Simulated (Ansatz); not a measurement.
# InGaAs2 (P-4m2) in Ansatz: reference runs

Reference runs on InGaAs2: the cell as given and a disturbed copy, and energy against volume gives the equilibrium volume and stiffness.

Everything below comes from runs of Ansatz 0.2.0. Logs are shortened: lines on timing, memory, paths and dates and some standing lists are left out, and cuts for length are marked.

## Step 1: The structure

Symmetry: P-4m2, No. 115, tetragonal system. Conventional cell: a = 4.225 Å, b = 4.225 Å, c = 5.962 Å, α = 90.00°, β = 90.00°, γ = 90.00°. Around In (site symmetry -4m2) lie 4 As at 2.65 Å. Around As (site symmetry 2mm) lie 2 Ga at 2.52 Å and 2 In at 2.65 Å. Ga (site symmetry -4m2) is surrounded by 4 As at 2.52 Å.

The cell comes from a database or a generator and needn't be the stable form of this composition.

## Step 2: Single point, PBEsol

File input.yaml:

```yaml
crystal:
  lattice:
    - [4.2250012014, 0.0, 0.0]
    - [0.0, 4.2250012014, 0.0]
    - [0.0, 0.0, 5.962148]
  atoms:
    - { symbol: In, position: [0.0, 0.0, 0.5] }
    - { symbol: As, position: [0.0, 0.5, 0.231525] }
    - { symbol: As, position: [0.5, 0.0, 0.768475] }
    - { symbol: Ga, position: [0.5, 0.5, 0.0] }
hamiltonian:
  xc: pbesol
  pseudopotentials: { kind: paw }
kpoints:
  mp_grid: { grid: [6, 6, 5] }
scf:
  occupations: { method: fermi_dirac, width: 0.05 }
output:
  forces: true
  stress: true
  eigenvalues: true
```

Potentials or basis: Ansatz PAW.

Launch:

```sh
> ansatz run input.yaml --threads 2 --pin off --max-ram 5632MiB --backend cpu --events-out ev --progress --plain --runs-dir out
```

Output:

```text
Warning: RAYON_NUM_THREADS=2 ignored (pool sized by the plan → 2); use --threads N
Engine: ansatz 0.2.0, aarch64-unknown-linux-gnu
Pseudopotentials: kind: paw
Pseudopotential: In, paw, valence charge 13, recommended cutoff 420 eV (normal), In.paw.azcp
Pseudopotential: As, paw, valence charge 15, recommended cutoff 420 eV (normal), As.paw.azcp
Pseudopotential: Ga, paw, valence charge 13, recommended cutoff 420 eV (normal), Ga.paw.azcp
Functional definition: PBEsol
  exchange = pbesol_x
  correlation = pbesol_c
Crystal: 4 atoms, lattice volume = 106.428 Å³
Basis set: ecut = 420 eV, 2071 PW (Γ), exchange–correlation on 60×60×80 points (8 copies of the dense FFT grid, shifted against one another)
Bands: 34, of which v1, the nominal top of the filled ones, is band 28 counted from 1 (27 counted from 0)
Symmetry: 8 space group operations
Space group: P-4m2 (ITA 115), of the structure as read, at distance tolerance 4.7e-5 Å
k-points: 30 of 180 (time reversal used)
Non-local potential: In, projectors of the file, l = 0: 2, l = 1: 2, l = 2: 2, l = 3: 2
Non-local potential: As, projectors of the file, l = 0: 2, l = 1: 2, l = 2: 3, l = 3: 1
Non-local potential: Ga, projectors of the file, l = 0: 2, l = 1: 2, l = 2: 3, l = 3: 1
PAW form: soft (Blöchl's): semilocal exchange-correlation on the pseudo side does not see the compensation charge
PAW frozen core: In, regenerated for the run's functional, and the local potential with it (the file was generated under x = pbe(κ = 0.804, μ = 0.2195149727645171), c = pbe(β = 0.06672455060314922))
PAW frozen core: As, regenerated for the run's functional, and the local potential with it (the file was generated under x = pbe(κ = 0.804, μ = 0.2195149727645171), c = pbe(β = 0.06672455060314922))
PAW frozen core: Ga, regenerated for the run's functional, and the local potential with it (the file was generated under x = pbe(κ = 0.804, μ = 0.2195149727645171), c = pbe(β = 0.06672455060314922))
PAW one-centre angular grid: In, 590 points (default); XC on 64 Gauss nodes
PAW one-centre angular grid: As, 590 points (default); XC on 64 Gauss nodes
PAW one-centre angular grid: Ga, 590 points (default); XC on 64 Gauss nodes
Initial density: superposition of atomic densities (neutral atoms: chi_scale 0, normalization atom), corrected by the library's trained network
Initial wavefunctions: pseudopotential atomic-orbital guess
Functional: x = pbesol(κ = 0.804, μ = 0.12345679012345678), c = pbesol(β = 0.046)
SCF iter   1: F=—  HF=-18895.561034 eV  |F-HF|=—  |Δ(HF+E_count)|=         —  Δρ=3.78e-3  dr2=2.68e-2  ethr=1.77e-3  ⟨swp⟩=6.3  Hψ=4047  notcnv=0
preconditioner: auto → Resta (q_TF=auto, 2.451 Å⁻¹)  ε∞=3.4  [insulator: Δε(μ)=0.666 eV  Ē_g=13.980 eV  σ=0.050 eV  W_gap=0.66  n_scr=28 (ndim 8)  ℏωp=21.6 eV  f_vac=0.112  D(μ)=0.17/eV (n_scr^D=0)  ε∞_Penn≈3.4]
SCF iter   2: F=—  HF=-18895.551468 eV  |F-HF|=—  |Δ(HF+E_count)|=   9.57e-3  Δρ=1.87e-3  dr2=5.69e-3  ethr=4.78e-5  ⟨swp⟩=2.7  Hψ=1941  notcnv=0  defer=47
SCF iter   3: F=—  HF=-18895.550442 eV  |F-HF|=—  |Δ(HF+E_count)|=   1.03e-3  Δρ=5.72e-4  dr2=5.40e-4  ethr=1.02e-5  ⟨swp⟩=2.0  Hψ=1364  notcnv=0  defer=47
SCF iter   4: F=—  HF=-18895.550460 eV  |F-HF|=—  |Δ(HF+E_count)|=   1.86e-5  Δρ=2.68e-4  dr2=1.21e-4  ethr=9.64e-7  ⟨swp⟩=2.1  Hψ=1545  notcnv=0  defer=47
SCF iter   5: F=—  HF=-18895.550512 eV  |F-HF|=—  |Δ(HF+E_count)|=   5.12e-5  Δρ=1.33e-4  dr2=2.21e-5  ethr=2.16e-7  ⟨swp⟩=2.0  Hψ=1509  notcnv=0  defer=47
SCF iter   6: F=—  HF=-18895.550524 eV  |F-HF|=—  |Δ(HF+E_count)|=   1.22e-5  Δρ=3.68e-5  dr2=1.49e-6  ethr=3.94e-8  ⟨swp⟩=2.0  Hψ=1514  notcnv=0  defer=47
SCF iter   7: F=—  HF=-18895.550527 eV  |F-HF|=—  |Δ(HF+E_count)|=   2.67e-6  Δρ=1.10e-5  dr2=1.01e-7  ethr=2.65e-9  ⟨swp⟩=2.6  Hψ=1778  notcnv=0  defer=47
SCF iter   8: F=-18895.550527 eV  HF=-18895.550527 eV  |F-HF|=5.21e-8  |Δ(HF+E_count)|=   1.61e-7  Δρ=6.29e-6  dr2=2.75e-8  ethr=1.79e-10  ⟨swp⟩=8.3  Hψ=4532  notcnv=0
SCF 1 converged in 8 iterations: F = -18895.550527 eV  dr2 = 2.75e-8
SCF converged after 8 iterations
Free energy (F): -18895.550527 eV
Harris-Foulkes:  -18895.550527 eV  (|F-HF|=5.21e-8)
Internal energy: -18895.549132 eV  (E = F + TS)
E sigma→0 (E₀):  -18895.549829 eV
Entropy (-TS):   -0.001394 eV (-0.349 meV/atom)
Fermi energy:    7.175117 eV
--- Per-component energies (eV) ---
  E_band       = -668.880770
  E_kinetic    = 563.406852
  E_local      = -7397.277418  (includes V_loc(G=0)·N_el)
  E_nonlocal   = -542.098198
  E_hartree    = 3637.553881
  E_xc         = -437.615692
  E_vxc        = -314.243338  (∫ρ·V_xc dr)
  E_paw        = -9620.610832  (= ΣΔE_a)
  E_vpaw       = -253.789590  (= ΣTr[D̂ρ^β])
  E_aug_tail   = -0.000063  (compensation charges beyond the density's cutoff)
  E_ewald      = -5101.939401
  E_core_change = 3.031738  (= ΣΔE_core)
  E_smearing   = -0.001394  (= −TS)
  E_closure    = 0.000000  (closes the sum)
  Σ components = -18895.550527   (vs F -18895.550527, Δ=0.00e0)
--- Forces (eV/Å), atoms counted from 1 ---
  atom   1  In     0.00000000     0.00000000     0.00000000
  atom   2  As    -0.00000000     0.00000000    -0.03996502
  atom   3  As    -0.00000000     0.00000000     0.03996502
  atom   4  Ga     0.00000000     0.00000000     0.00000000
  max |Σ_I F_I| component: 6.77e-17 eV/Å
--- Stress (GPa, compression-positive) ---
       -2.699716       0.000000      -0.000000
        0.000000      -2.699716       0.000000
       -0.000000       0.000000      -2.448708
  P = ⅓ Tr σ = -2.6160 GPa (-26.160 kbar)
--- Band table (eV; the first three rows and the last of 30) ---
  k-point 0: bands = ["-27.9216", "-27.9216", "-27.9198", "-27.9196", "-27.9131", "-27.9131", "-27.9079", "-27.9075", "-27.9074", "-27.9074", "-7.6485", "-7.5944", "-7.5944", "-7.5666", "-7.5347", "-7.1908", "-7.0689", "-7.0689", "-7.0093", "-6.9915", "-4.8056", "-2.7744", "1.0476", "4.7411", "4.7411", "6.7049", "7.0318", "7.1423", "7.1423", "8.6633", "8.8922", "10.9043", "10.9043", "10.9070"]
  k-point 1: bands = ["-27.9216", "-27.9216", "-27.9197", "-27.9196", "-27.9131", "-27.9131", "-27.9079", "-27.9075", "-27.9074", "-27.9074", "-7.6471", "-7.5941", "-7.5941", "-7.5664", "-7.5347", "-7.1969", "-7.0697", "-7.0697", "-7.0083", "-6.9915", "-4.6739", "-3.0759", "1.5071", "4.8805", "4.8805", "5.3564", "6.7823", "6.7823", "8.2915", "8.6313", "9.3001", "10.4672", "11.4304", "11.4304"]
  k-point 2: bands = ["-27.9216", "-27.9216", "-27.9197", "-27.9196", "-27.9131", "-27.9131", "-27.9078", "-27.9076", "-27.9075", "-27.9074", "-7.6448", "-7.5935", "-7.5935", "-7.5661", "-7.5347", "-7.2065", "-7.0709", "-7.0709", "-7.0068", "-6.9916", "-4.3121", "-3.6644", "2.5775", "3.9115", "5.2443", "5.2443", "6.1330", "6.1330", "8.8207", "9.1163", "9.8367", "10.1186", "12.5981", "12.5981"]
  k-point 29: bands = ["-27.9223", "-27.9214", "-27.9189", "-27.9189", "-27.9136", "-27.9130", "-27.9079", "-27.9079", "-27.9069", "-27.9069", "-7.6381", "-7.6381", "-7.5697", "-7.5548", "-7.5478", "-7.1602", "-7.1602", "-7.0301", "-7.0276", "-6.9816", "-2.7518", "-2.7518", "0.6527", "1.6710", "4.1410", "4.2053", "4.2967", "4.2967", "10.7901", "10.7901", "10.8374", "10.8844", "12.8793", "12.8793"]
```

Wall time 5 s (2 threads of Arm Neoverse V2, shared host); peak memory 0.38 GiB.

Results:

* Free energy: -18895.5505 eV
* Pressure: -2.6 GPa
* Largest force: 0.040 eV/Å
* Band gap on the k mesh: none (metal or under the smearing width)

Forces in eV/Å, atoms in the order of the input:
```
In   0.000  0.000  0.000
As   0.000  0.000 -0.040
As   0.000  0.000  0.040
Ga   0.000  0.000  0.000
```

Stress tensor (GPa, compression positive):
```
-2.70  0.00  0.00
 0.00 -2.70  0.00
 0.00  0.00 -2.45
```

Caveat: the PAW data sets come from PBE, with cores solved anew for the run's functional, which leaves a small shift of forces and pressure.

## Step 3: Single point, PBEsol (atoms moved at random, drawn with an rms of 0.05 Å)

File input.yaml:

```yaml
crystal:
  lattice:
    - [4.2250012014, 0.0, 0.0]
    - [0.0, 4.2250012014, 0.0]
    - [0.0, 0.0, 5.962148]
  atoms:
    - { symbol: In, position: [0.00126, 0.008592, 0.498847] }
    - { symbol: As, position: [0.011133, 0.508547, 0.227263] }
    - { symbol: As, position: [0.5047, -0.001912, 0.763948] }
    - { symbol: Ga, position: [0.502854, 0.485179, -0.007577] }
hamiltonian:
  xc: pbesol
  pseudopotentials: { kind: paw }
kpoints:
  mp_grid: { grid: [6, 6, 5] }
scf:
  occupations: { method: fermi_dirac, width: 0.05 }
output:
  forces: true
  stress: true
  eigenvalues: true
```

Potentials or basis: Ansatz PAW.

Launch:

```sh
> ansatz run input.yaml --threads 2 --pin off --max-ram 5632MiB --backend cpu --events-out ev --progress --plain --runs-dir out
```

Output:

```text
Warning: RAYON_NUM_THREADS=2 ignored (pool sized by the plan → 2); use --threads N
Engine: ansatz 0.2.0, aarch64-unknown-linux-gnu
Pseudopotentials: kind: paw
Pseudopotential: In, paw, valence charge 13, recommended cutoff 420 eV (normal), In.paw.azcp
Pseudopotential: As, paw, valence charge 15, recommended cutoff 420 eV (normal), As.paw.azcp
Pseudopotential: Ga, paw, valence charge 13, recommended cutoff 420 eV (normal), Ga.paw.azcp
Functional definition: PBEsol
  exchange = pbesol_x
  correlation = pbesol_c
Crystal: 4 atoms, lattice volume = 106.428 Å³
Basis set: ecut = 420 eV, 2071 PW (Γ), exchange–correlation on 60×60×80 points (8 copies of the dense FFT grid, shifted against one another)
Bands: 34, of which v1, the nominal top of the filled ones, is band 28 counted from 1 (27 counted from 0)
Symmetry: 1 space group operations
Space group: P1 (ITA 1), of the structure as read, at distance tolerance 4.7e-5 Å
k-points: 92 of 180 (time reversal used)
Non-local potential: In, projectors of the file, l = 0: 2, l = 1: 2, l = 2: 2, l = 3: 2
Non-local potential: As, projectors of the file, l = 0: 2, l = 1: 2, l = 2: 3, l = 3: 1
Non-local potential: Ga, projectors of the file, l = 0: 2, l = 1: 2, l = 2: 3, l = 3: 1
PAW form: soft (Blöchl's): semilocal exchange-correlation on the pseudo side does not see the compensation charge
PAW frozen core: In, regenerated for the run's functional, and the local potential with it (the file was generated under x = pbe(κ = 0.804, μ = 0.2195149727645171), c = pbe(β = 0.06672455060314922))
PAW frozen core: As, regenerated for the run's functional, and the local potential with it (the file was generated under x = pbe(κ = 0.804, μ = 0.2195149727645171), c = pbe(β = 0.06672455060314922))
PAW frozen core: Ga, regenerated for the run's functional, and the local potential with it (the file was generated under x = pbe(κ = 0.804, μ = 0.2195149727645171), c = pbe(β = 0.06672455060314922))
PAW one-centre angular grid: In, 590 points (default); XC on 64 Gauss nodes
PAW one-centre angular grid: As, 590 points (default); XC on 64 Gauss nodes
PAW one-centre angular grid: Ga, 590 points (default); XC on 64 Gauss nodes
Initial density: superposition of atomic densities (neutral atoms: chi_scale 0, normalization atom), corrected by the library's trained network
Initial wavefunctions: pseudopotential atomic-orbital guess
Functional: x = pbesol(κ = 0.804, μ = 0.12345679012345678), c = pbesol(β = 0.046)
SCF iter   1: F=—  HF=-18895.540660 eV  |F-HF|=—  |Δ(HF+E_count)|=         —  Δρ=3.75e-3  dr2=2.64e-2  ethr=1.77e-3  ⟨swp⟩=6.2  Hψ=12445  notcnv=0
preconditioner: auto → Resta (q_TF=auto, 2.451 Å⁻¹)  ε∞=3.4  [insulator: Δε(μ)=0.606 eV  Ē_g=13.978 eV  σ=0.050 eV  W_gap=0.52  n_scr=28 (ndim 8)  ℏωp=21.6 eV  f_vac=0.109  D(μ)=0.15/eV (n_scr^D=0)  ε∞_Penn≈3.4]
SCF iter   2: F=—  HF=-18895.531079 eV  |F-HF|=—  |Δ(HF+E_count)|=   9.58e-3  Δρ=1.88e-3  dr2=5.65e-3  ethr=4.71e-5  ⟨swp⟩=2.7  Hψ=5895  notcnv=0  defer=150
SCF iter   3: F=—  HF=-18895.530046 eV  |F-HF|=—  |Δ(HF+E_count)|=   1.03e-3  Δρ=5.79e-4  dr2=5.39e-4  ethr=1.01e-5  ⟨swp⟩=2.0  Hψ=4173  notcnv=0  defer=150
SCF iter   4: F=—  HF=-18895.530057 eV  |F-HF|=—  |Δ(HF+E_count)|=   1.13e-5  Δρ=2.70e-4  dr2=1.20e-4  ethr=9.63e-7  ⟨swp⟩=2.0  Hψ=4687  notcnv=0  defer=150
SCF iter   5: F=—  HF=-18895.530112 eV  |F-HF|=—  |Δ(HF+E_count)|=   5.51e-5  Δρ=1.38e-4  dr2=2.28e-5  ethr=2.15e-7  ⟨swp⟩=2.0  Hψ=4625  notcnv=0  defer=150
SCF iter   6: F=—  HF=-18895.530121 eV  |F-HF|=—  |Δ(HF+E_count)|=   9.36e-6  Δρ=3.78e-5  dr2=1.63e-6  ethr=4.07e-8  ⟨swp⟩=2.0  Hψ=4633  notcnv=0  defer=150
SCF iter   7: F=—  HF=-18895.530124 eV  |F-HF|=—  |Δ(HF+E_count)|=   2.74e-6  Δρ=1.17e-5  dr2=1.14e-7  ethr=2.91e-9  ⟨swp⟩=2.0  Hψ=5460  notcnv=0  defer=150
SCF iter   8: F=-18895.530124 eV  HF=-18895.530124 eV  |F-HF|=4.82e-8  |Δ(HF+E_count)|=   1.51e-7  Δρ=6.32e-6  dr2=2.88e-8  ethr=1.79e-10  ⟨swp⟩=8.5  Hψ=13870  notcnv=0
SCF 1 converged in 8 iterations: F = -18895.530124 eV  dr2 = 2.88e-8
SCF converged after 8 iterations
Free energy (F): -18895.530124 eV
Harris-Foulkes:  -18895.530124 eV  (|F-HF|=4.82e-8)
Internal energy: -18895.528844 eV  (E = F + TS)
E sigma→0 (E₀):  -18895.529484 eV
Entropy (-TS):   -0.001280 eV (-0.320 meV/atom)
Fermi energy:    7.191719 eV
--- Per-component energies (eV) ---
  E_band       = -668.960101
  E_kinetic    = 563.420381
  E_local      = -7397.574518  (includes V_loc(G=0)·N_el)
  E_nonlocal   = -542.117824
  E_hartree    = 3637.639030
  E_xc         = -437.628286
  E_vxc        = -314.256772  (∫ρ·V_xc dr)
  E_paw        = -9620.571982  (= ΣΔE_a)
  E_vpaw       = -253.722298  (= ΣTr[D̂ρ^β])
  E_aug_tail   = -0.000070  (compensation charges beyond the density's cutoff)
  E_ewald      = -5101.727312
  E_core_change = 3.031738  (= ΣΔE_core)
  E_smearing   = -0.001280  (= −TS)
  E_closure    = 0.000000  (closes the sum)
  Σ components = -18895.530124   (vs F -18895.530124, Δ=0.00e0)
--- Forces (eV/Å), atoms counted from 1 ---
  atom   1  In     0.12066642     0.03742265    -0.21641556
  atom   2  As    -0.23743166    -0.10784851    -0.04833646
  atom   3  As    -0.08792843    -0.28894317     0.02724307
  atom   4  Ga     0.20469097     0.35936958     0.23750999
  max |Σ_I F_I| component: 2.70e-6 eV/Å
--- Stress (GPa, compression-positive) ---
       -2.616282      -0.019874      -0.377567
       -0.019874      -2.672155       0.357145
       -0.377567       0.357145      -2.406023
  P = ⅓ Tr σ = -2.5648 GPa (-25.648 kbar)
--- Band table (eV; the first three rows and the last of 92) ---
  k-point 0: bands = ["-27.9579", "-27.9532", "-27.9476", "-27.9412", "-27.9404", "-27.8886", "-27.8853", "-27.8800", "-27.8736", "-27.8726", "-7.6537", "-7.6025", "-7.5962", "-7.5706", "-7.5397", "-7.1943", "-7.0766", "-7.0675", "-7.0122", "-6.9943", "-4.8068", "-2.7746", "1.0457", "4.7207", "4.7610", "6.7042", "6.9865", "7.1436", "7.1863", "8.6562", "8.8900", "10.8578", "10.9105", "10.9687"]
  k-point 1: bands = ["-27.9579", "-27.9532", "-27.9476", "-27.9412", "-27.9404", "-27.8886", "-27.8853", "-27.8800", "-27.8736", "-27.8726", "-7.6524", "-7.6023", "-7.5959", "-7.5704", "-7.5397", "-7.2002", "-7.0774", "-7.0682", "-7.0113", "-6.9943", "-4.6756", "-3.0753", "1.5043", "4.8480", "4.9028", "5.3653", "6.7752", "6.7926", "8.2863", "8.6328", "9.2926", "10.4719", "11.4320", "11.4418"]
  k-point 2: bands = ["-27.9579", "-27.9532", "-27.9476", "-27.9412", "-27.9404", "-27.8886", "-27.8853", "-27.8800", "-27.8736", "-27.8726", "-7.6502", "-7.6019", "-7.5953", "-7.5701", "-7.5396", "-7.2095", "-7.0786", "-7.0694", "-7.0098", "-6.9944", "-4.3173", "-3.6602", "2.5724", "3.9032", "5.2131", "5.2851", "6.1091", "6.1628", "8.8099", "9.1234", "9.8294", "10.1216", "12.5875", "12.6081"]
  k-point 91: bands = ["-27.9578", "-27.9528", "-27.9477", "-27.9414", "-27.9399", "-27.8888", "-27.8846", "-27.8802", "-27.8730", "-27.8729", "-7.6493", "-7.6374", "-7.5742", "-7.5591", "-7.5528", "-7.1709", "-7.1559", "-7.0330", "-7.0305", "-6.9846", "-2.8077", "-2.7013", "0.6610", "1.6662", "4.1240", "4.1975", "4.2950", "4.3263", "10.7119", "10.7791", "10.8605", "10.9307", "12.8263", "12.9194"]
```

Run time: 14 s. Hardware: 2 threads of Arm Neoverse V2, shared host; peak memory 0.5 GiB.

Results:

| Property | Result |
| --- | --- |
| Free energy | -18895.5301 eV |
| Pressure | -2.6 GPa |
| Largest force | 0.477 eV/Å |
| Band gap on the k mesh | none (metal or under the smearing width) |

Forces in eV/Å, atoms in the order of the input:
```
In   0.121  0.037 -0.216
As  -0.237 -0.108 -0.048
As  -0.088 -0.289  0.027
Ga   0.205  0.359  0.238
```

Stress tensor (GPa, compression positive):
```
-2.62 -0.02 -0.38
-0.02 -2.67  0.36
-0.38  0.36 -2.41
```

Caveat: the PAW data sets come from PBE, with cores solved anew for the run's functional, which leaves a small shift of forces and pressure.

## Step 4: Single point, PBEsol, 25.01 Å³/atom (volume scaled by 0.94)

File input.yaml:

```yaml
crystal:
  lattice:
    - [4.1387524862, 0.0, 0.0]
    - [0.0, 4.1387524862, 0.0]
    - [0.0, 0.0, 5.8404373589]
  atoms:
    - { symbol: In, position: [0.0, 0.0, 0.5] }
    - { symbol: As, position: [0.0, 0.5, 0.231525] }
    - { symbol: As, position: [0.5, 0.0, 0.768475] }
    - { symbol: Ga, position: [0.5, 0.5, 0.0] }
hamiltonian:
  xc: pbesol
  pseudopotentials: { kind: paw }
kpoints:
  mp_grid: { grid: [6, 6, 5] }
scf:
  occupations: { method: fermi_dirac, width: 0.05 }
output:
  forces: true
  stress: true
  eigenvalues: true
```

Launch:

```sh
> ansatz run input.yaml --threads 2 --pin off --max-ram 5632MiB --backend cpu --events-out ev --progress --plain --runs-dir out
```

It took 4.8 s on 2 threads of Arm Neoverse V2, shared host; peak memory 0.37 GiB.

It converged, with:

- Free energy: -18895.5887 eV
- Pressure: 0.9 GPa
- Largest force: 0.107 eV/Å
- Band gap on the k mesh: none (metal or under the smearing width)

Caveat: the PAW data sets come from PBE, with cores solved anew for the run's functional, which leaves a small shift of forces and pressure.

## Step 5: Single point, PBEsol, 25.54 Å³/atom (volume scaled by 0.96)

input.yaml: that of step 4 with these lines changed.

```diff
@@ -2,5 +2,5 @@
   lattice:
-    - [4.1387524862, 0.0, 0.0]
-    - [0.0, 4.1387524862, 0.0]
-    - [0.0, 0.0, 5.8404373589]
+    - [4.1678995908, 0.0, 0.0]
+    - [0.0, 4.1678995908, 0.0]
+    - [0.0, 0.0, 5.8815685546]
   atoms:
```

Launch:

```sh
> ansatz run input.yaml --threads 2 --pin off --max-ram 5632MiB --backend cpu --events-out ev --progress --plain --runs-dir out
```

Wall time 4.8 s (2 threads of Arm Neoverse V2, shared host); peak memory 0.37 GiB.

The run converged. Its results:

```
Free energy            : -18895.5918 eV
Pressure               : -0.4 GPa
Largest force          : 0.083 eV/Å
Band gap on the k mesh : none (metal or under the smearing width)
```

Caveat: the PAW data sets come from PBE, with cores solved anew for the run's functional, which leaves a small shift of forces and pressure.

(Part 1 of 2 ends here.)
